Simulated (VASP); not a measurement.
Input of a VASP 6.6.1 run:

INCAR

```
SYSTEM = Re
PREC = Accurate ; ENCUT = 600
EDIFF = 1E-6 ; ISMEAR = -1
SIGMA = 0.08 ; LREAL = .False.
LASPH = .True. ; NELM = 100
ALGO = Fast ; ISIF = 3
LWAVE = .False. ; LCHARG = .False.
IBRION = 2 ; NSW = 100
EDIFFG = -0.002
```

File KPOINTS:

```
Automatic mesh
0
Gamma
  18 18 18
  0 0 0
```

File POSCAR:

```
Re
1.0
    0.0000000000      1.9750000000      1.9750000000
    1.9750000000      0.0000000000      1.9750000000
    1.9750000000      1.9750000000      0.0000000000
Re
1
Direct
    0.0000000000      0.0000000000      0.0000000000
```

Potentials or basis: VASP PAW LDA potentials, release 64 (Re).

Run with:

```sh
$ cat potpaw_LDA.64/Re/POTCAR > POTCAR
$ mpirun -np 1 vasp_std > vasp.out
```

(1) What does it give for the relaxed cell?

(2) Predict the space group after relaxing (to 0.05 Å).

Results:

(1) a = 2.734 Å, b = 2.734 Å, c = 2.734 Å, α = 60.00°, β = 60.00°, γ = 60.00°.

(2) Fm-3m (No. 225).
